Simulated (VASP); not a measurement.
# ZrSe2 (P-3m1) in VASP: further runs

One crystal, ZrSe2, is run at these levels: PBE0; tasks: single point.

Program: VASP 6.6.1. These are calculated values, not measurements. Logs are shortened: lines on timing, memory, paths and dates and some standing lists are left out, and cuts for length are marked.

## Step 1: The structure

The structure is trigonal, space group P-3m1 (No. 164). The conventional cell has a = 3.798 Å, b = 3.798 Å, c = 6.192 Å, α = 90.00°, β = 90.00°, γ = 120.00°. Around Zr (site symmetry -3m) lie 6 Se at 2.68 Å. Se (site symmetry 3m) is surrounded by 3 Zr at 2.68 Å.

## Step 2: Single point, PBE0

File POSCAR:

```
ZrSe2
1.0
    3.7980000000      0.0000000000      0.0000000000
   -1.8990000000      3.2891644836      0.0000000000
    0.0000000000      0.0000000000      6.1920000000
Zr Se
1 2
Direct
    0.0000000000      0.0000000000      0.0000000000
    0.6666666667      0.3333333333      0.7500000000
    0.3333333333      0.6666666667      0.2500000000
```

File INCAR.step1:

```
PREC     = Accurate       # precision mode
ENCUT    = 340            # plane-wave cutoff, eV
EDIFF    = 1E-5           # SCF threshold, eV
ISMEAR   = 0              # smearing method
SIGMA    = 0.01           # smearing width, eV
LREAL    = False          # projectors in reciprocal space
LASPH    = True           # aspherical terms in the spheres
NELM     = 100            # most SCF steps
ALGO     = Normal         # electronic algorithm
ISIF     = 2              # what is computed and relaxed
LWAVE    = True           # write WAVECAR
NBANDS   = 20             # bands
NKRED    = 1            
GGA      = PE             # functional
```

File INCAR.step2:

```
PREC     = Accurate       # precision mode
ENCUT    = 340            # plane-wave cutoff, eV
EDIFF    = 1E-6           # SCF threshold, eV
ISMEAR   = 0              # smearing method
SIGMA    = 0.01           # smearing width, eV
LREAL    = False          # projectors in reciprocal space
LASPH    = True           # aspherical terms in the spheres
NELM     = 100            # most SCF steps
ALGO     = Normal         # electronic algorithm
ISIF     = 2              # what is computed and relaxed
LWAVE    = False          # write WAVECAR
LCHARG   = False          # write CHGCAR
GGA      = PE             # functional
LHFCALC  = True           # exact exchange
AEXX     = 0.25           # exact-exchange fraction
PRECFOCK = Fast         
NBANDS   = 20             # bands
NKRED    = 1            
ISTART   = 1
```

File KPOINTS:

```
Automatic mesh
0
Gamma
  4 4 3
```

Potentials or basis: VASP PAW PBE potentials, release 64 (Zr_sv, Se).

Run with:

```bash
$ cat potpaw_PBE.64/Zr_sv/POTCAR potpaw_PBE.64/Se/POTCAR > POTCAR
$ cp INCAR.step1 INCAR
$ mpirun -np 1 vasp_std > vasp.out
$ cp INCAR.step2 INCAR
$ mpirun -np 1 vasp_std > vasp.out
```

OUTCAR:

```text
PREC = Accurate
   ENCUT = 340
   EDIFF = 1E-6
   ISMEAR = 0
   LREAL = False
   LASPH = True
   NELM = 100
   ISIF = 2
   GGA = PE
   LHFCALC = True
   AEXX = 0.25
   PRECFOCK = Fast
   NKRED = 1
   ISTART = 1

 Found      9 irreducible k-points:

 Following reciprocal coordinates:
            Coordinates               Weight
  0.000000  0.000000  0.000000      1.000000
  0.250000 -0.000000  0.000000      6.000000
  0.500000 -0.000000  0.000000      3.000000
  0.250000  0.250000  0.000000      6.000000
  0.000000  0.000000  0.333333      2.000000
  0.250000 -0.000000  0.333333      6.000000
   k-points           NKPTS =      9   k-points in BZ     NKDIM =     48   number of bands    NBANDS=     20
   number of dos      NEDOS =    301   number of ions     NIONS =      3
   total plane-waves  NPLWV =  23040
   dimension x,y,z NGX =    24 NGY =   24 NGZ =   40
   dimension x,y,z NGXF=    48 NGYF=   48 NGZF=   80
   ions per type =               1   2
   NGX,Y,Z   is equivalent  to a cutoff of  10.51, 10.51, 10.74 a.u.
   NGXF,Y,Z  is equivalent  to a cutoff of  21.01, 21.01, 21.48 a.u.
 SYSTEM =  unknown system
   PREC   = accura    normal or accurate (medium, high low for compatibility)
   ISTART =      1    job   : 0-new  1-cont  2-samecut
   ICHARG =      0    charge: 1-file 2-atom 10-const
   ISPIN  =      1    spin polarized calculation?
   LNONCOLLINEAR =      F non collinear calculations
   LSORBIT =      F    spin-orbit coupling
   LASPH  =      T    aspherical Exc in radial PAW
   ENCUT  =  340.0 eV  24.99 Ry    5.00 a.u.   5.71  5.71  9.31*2*pi/ulx,y,z
   NELM   =    100;   NELMIN=  2; NELMDL=  0     # of ELM steps
   EDIFF  = 0.1E-05   stopping-criterion for ELM
   LREAL  =      F    real-space projection
   EDIFFG = 0.1E-04   stopping-criterion for IOM
   NSW    =      0    number of steps for IOM
   IBRION =     -1    ionic relax: 0-MD 1-quasi-New 2-CG
   NFREE  =      0    steps in history (QN), initial steepest desc. (CG)
   ISIF   =      2    stress and relaxation
   ISYM   =      3    0-nonsym 1-usesym 2-fastsym
   POTIM  = 0.5000    time-step for ionic-motion
   TEBEG  =    0.0;   TEEND  =   0.0 temperature during run
   PSTRESS=    0.0 pullay stress
   NELECT =      24.0000    total number of electrons
   NUPDOWN=      -1.0000    fix difference up-down
   EMIN   =  10.00;   EMAX   =-10.00  energy-range for DOS
   EFERMI =   0.00;   METHOD = LEGACY
   ISMEAR =     0;   SIGMA  =   0.01  broadening in eV -4-tet -1-fermi 0-gaus
   EFERMI_NEDOS =   21; number of points for ismear=-14 and -15
   IALGO  =     38    algorithm
   IMIX   =      1    mixing-type and parameters
     AMIX     =   0.40;   BMIX     =  1.00
     AMIX_MAG =   1.60;   BMIX_MAG =  1.00
  volume/ion in A,a.u.               =      25.78       174.00
  Fermi-wavevector in a.u.,A,eV,Ry     =   1.108293  2.094371 16.712230  1.228314
  Thomas-Fermi vector in A             =   2.244819
   LORBIT       =      0    0 simple, 1 ext, 2 COOP (PROOUT), +10 PAW based schemes
   GGA     = PE    functional components
   LHFCALC =     T    Hartree Fock is set to
   PRECFOCK=fast      Normal, Fast or Accurate (Low or Medium for compatibility)
   ENCUT4O =  -1.0   cutoff for four orbital integrals eV
   NKREDX  =     1    reduce k-point grid by
   NKREDY  =     1    reduce k-point grid by
   NKREDZ  =     1    reduce k-point grid by
   AEXX    =    0.2500 exact exchange contribution
   HFSCREEN=    0.0000 screening length (either q_TF or 0.3 A-1)
   HFSCREENC=   0.0000 screening length for correlation (either q_TF or 0.3 A-1)
   ENCUTFOCK=  -1.0 apply spherical cutoff to Coloumb kernel
   IVDW    =     0    specifies the selected vdW correction
   LEPSILON=     F    determine dielectric tensor
   LRPA    =     F    only Hartree local field effects (RPA)
 non-spin polarized calculation
 Gauss-broadening in eV      SIGMA  =   0.01
  energy-cutoff  :      340.00
  volume of cell :       77.35
 maximum number of plane-waves:      1114
 NGX is ok and might be reduce to    24
  NGX = 14; NGY = 14; NGZ = 24

 number of electron      24.0000004 magnetization

 Free energy of the ion-electron system (eV)
  ---------------------------------------------------
  ext. energy  EPLUGINS =         0.00000000
  ---------------------------------------------------
  free energy    TOTEN  =       -25.36405988 eV

  energy without entropy =      -25.36405988  energy(sigma->0) =      -25.36405988

 E-fermi :   3.5349     XC(G=0):  -7.4699

 val. band max:        3.4600878575   @ k =   0.0000   0.0000   0.0000
 cond. band min:       5.2544562877   @ k =   0.5000  -0.0000   0.3333
 fundamental gap:      1.7943684302
 Fermi energy:         3.5348964226

 k-point     1 :       0.0000    0.0000    0.0000
  band No.  band energies     occupation
      1     -49.7145      2.00000
      2     -26.3676      2.00000
      3     -26.2230      2.00000
      4     -26.2230      2.00000
      5     -11.1344      2.00000
      6      -9.6934      2.00000
[... 12 lines left out ...]
     19       9.9915      0.00000
     20      14.0746      0.00000

 k-point     2 :       0.2500   -0.0000    0.0000
  band No.  band energies     occupation
      1     -49.7074      2.00000
      2     -26.3454      2.00000
      3     -26.3335      2.00000
      4     -26.2480      2.00000
      5     -10.5678      2.00000
      6      -9.7536      2.00000
[... 12 lines left out ...]
     19      12.6288      0.00000
     20      13.6965      0.00000

 k-point     3 :       0.5000   -0.0000    0.0000
  band No.  band energies     occupation
      1     -49.7003      2.00000
      2     -26.4452      2.00000
      3     -26.3186      2.00000
      4     -26.2723      2.00000
      5     -10.0087      2.00000
      6      -9.6952      2.00000
[... 12 lines left out ...]
     19      12.4052      0.00000
     20      13.6484      0.00000

 k-point     4 :       0.2500    0.2500    0.0000
  band No.  band energies     occupation
      1     -49.7003      2.00000
      2     -26.4021      2.00000
      3     -26.3223      2.00000
      4     -26.3127      2.00000
      5      -9.9147      2.00000
      6      -9.7946      2.00000
[... 12 lines left out ...]
     19      13.4757      0.00000
     20      14.3000      0.00000

 k-point     5 :       0.0000    0.0000    0.3333
  band No.  band energies     occupation
      1     -49.7145      2.00000
      2     -26.3679      2.00000
      3     -26.2230      2.00000
      4     -26.2230      2.00000
      5     -10.9405      2.00000
      6      -9.9866      2.00000
[... 12 lines left out ...]
     19      11.2824      0.00000
     20      14.2254      0.00000

 k-point     6 :       0.2500   -0.0000    0.3333
  band No.  band energies     occupation
      1     -49.7074      2.00000
      2     -26.3453      2.00000
      3     -26.3331      2.00000
      4     -26.2479      2.00000
      5     -10.3784      2.00000
      6      -9.9830      2.00000
[... 12 lines left out ...]
     19      12.9621      0.00000
     20      13.7402      0.00000

 [... further k-points ...]

------------------------ aborting loop because EDIFF is reached ----------------------------------------

  FORCE on cell =-STRESS in cart. coord.  units (eV):
  Direction    XX          YY          ZZ          XY          YZ          ZX
  --------------------------------------------------------------------------------------
  -------------------------------------------------------------------------------------
  Total        0.2577653      0.2577653      0.5363646     -0.0000000      0.0000000     -0.0000000
  in kB        5.3390446      5.3390446     11.1096206     -0.0000000      0.0000000     -0.0000000
  external PRESSURE =       7.2625699 kB  Pullay stress =       0.0000000 kB

 VOLUME and BASIS-vectors are now :
 -----------------------------------------------------------------------------
  energy-cutoff  :      340.00
  volume of cell :       77.35
      direct lattice vectors                 reciprocal lattice vectors
     3.798000000  0.000000000  0.000000000     0.263296472  0.152014289  0.000000000
    -1.899000000  3.289164484  0.000000000     0.000000000  0.304028578  0.000000000
     0.000000000  0.000000000  6.192000000     0.000000000  0.000000000  0.161498708

 POSITION                                       TOTAL-FORCE (eV/Angst)
 -----------------------------------------------------------------------------------
      0.00000      0.00000      0.00000        -0.000000      0.000000      0.000000
      1.89900      1.09639      4.64400        -0.000000     -0.000000     -0.033369
     -0.00000      2.19278      1.54800         0.000000      0.000000      0.033369
 -----------------------------------------------------------------------------------
    total drift:                                0.000000      0.000000      0.000000

  FREE ENERGIE OF THE ION-ELECTRON SYSTEM (eV)
  ---------------------------------------------------
  free  energy   TOTEN  =       -25.3640598772 eV

  energy  without entropy=      -25.3640598772  energy(sigma->0) =      -25.36405988
```

It took 3.2 min on 1 thread of Intel Xeon Platinum 8488C (Sapphire Rapids), shared host; peak memory 0.16 GiB.

These settings aren't checked as converged: the numbers below hold their error.

Results:

```
Free energy            : -25.3641 eV
Pressure               : 0.7 GPa
Largest force          : 0.033 eV/Å
Band gap on the k mesh : 1.79 eV, indirect (least direct gap 2.50 eV)
```

Caveat: the k mesh is coarse (spacing up to 0.48 Å⁻¹), so the values aren't converged, least of all with exact exchange; the PAW data sets were made with another functional, which shifts forces and pressure a little; an odd mesh through Γ misses points on the zone boundary, where band edges often lie; this functional lacks dispersion, which binds the layers, so the pressure and a relaxed spacing across them are unreliable.

## Step 3: Single point, PBE0

POSCAR is that of step 2.

Changes to INCAR.step1 since step 2:

```diff
@@ -1,3 +1,3 @@
 PREC     = Accurate       # precision mode
-ENCUT    = 340            # plane-wave cutoff, eV
+ENCUT    = 400            # plane-wave cutoff, eV
 EDIFF    = 1E-5           # SCF threshold, eV
```

Changes to INCAR.step2 since step 2:

```diff
@@ -1,3 +1,3 @@
 PREC     = Accurate       # precision mode
-ENCUT    = 340            # plane-wave cutoff, eV
+ENCUT    = 400            # plane-wave cutoff, eV
 EDIFF    = 1E-6           # SCF threshold, eV
```

KPOINTS is that of step 2.

Potentials or basis: VASP PAW PBE potentials, release 64 (Zr_sv, Se).

Run with:

```bash
$ cat potpaw_PBE.64/Zr_sv/POTCAR potpaw_PBE.64/Se/POTCAR > POTCAR
$ cp INCAR.step1 INCAR
$ mpirun -np 1 vasp_std > vasp.out
$ cp INCAR.step2 INCAR
$ mpirun -np 1 vasp_std > vasp.out
```

It took 3.2 min on 1 thread of Intel Xeon Platinum 8488C (Sapphire Rapids), shared host; peak memory 0.17 GiB.

The run converged, but some of its settings lie outside the range that counts as converged, so its numbers aren't taken as properties of the crystal.

What came out:

```
Free energy            : -25.3638 eV
Pressure               : 0.9 GPa
Largest force          : 0.028 eV/Å
Band gap on the k mesh : 1.79 eV, indirect (least direct gap 2.50 eV)
```

Caveat: the k mesh is coarse (spacing up to 0.48 Å⁻¹), so the values aren't converged, least of all with exact exchange; the PAW data sets were made with another functional, which shifts forces and pressure a little; an odd mesh through Γ misses points on the zone boundary, where band edges often lie; this functional lacks dispersion, which binds the layers, so the pressure and a relaxed spacing across them are unreliable.

## Step 4: The reference run

An earlier run on the cell as given: functional PBE; potentials or basis VASP PAW PBE potentials, release 64 (Zr_sv, Se); cutoff 520 eV; k mesh 8 × 8 × 5; occupations fermi-dirac, width 0.05 eV; no spin polarisation.

- Pressure: 2.0 GPa
- Largest force: 0.301 eV/Å
- Band gap on the k mesh: 0.41 eV, indirect (least direct gap 1.05 eV)
